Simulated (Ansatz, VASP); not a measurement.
## One calculation of HfC, two programs

```
CELL_PARAMETERS angstrom
0.00000 2.26127 2.26127
2.26127 0.00000 2.26127
2.26127 2.26127 0.00000
ATOMIC_POSITIONS crystal
Hf 0.50000 0.50000 0.50000
C 0.00000 0.00000 0.00000
```

Alike in both runs: task single point; functional PBE; dispersion D3(BJ); k mesh 11 × 11 × 11; no spin polarisation.

|  | VASP | Ansatz |
| --- | --- | --- |
| version | VASP 6.6.1 | Ansatz 0.2.0 |
| potentials or method | VASP PAW PBE potentials, release 64 (Hf_pv, C) | plane waves, PAW |
| plane-wave cutoff (eV) | 520 | 510 |
| occupations | methfessel-paxton of order 1, width 0.1 eV | cold, width 0.1 eV |
| valence electrons in the cell | 14 | 30 |

```csv
,VASP,Ansatz,Ansatz less VASP
dispersion energy (meV/atom),-390.8,-390.9,-0.13
```

The two sets of potentials don't hold the same shells in valence.

 Spin-orbit coupling is left out, which matters for the levels of Hf.
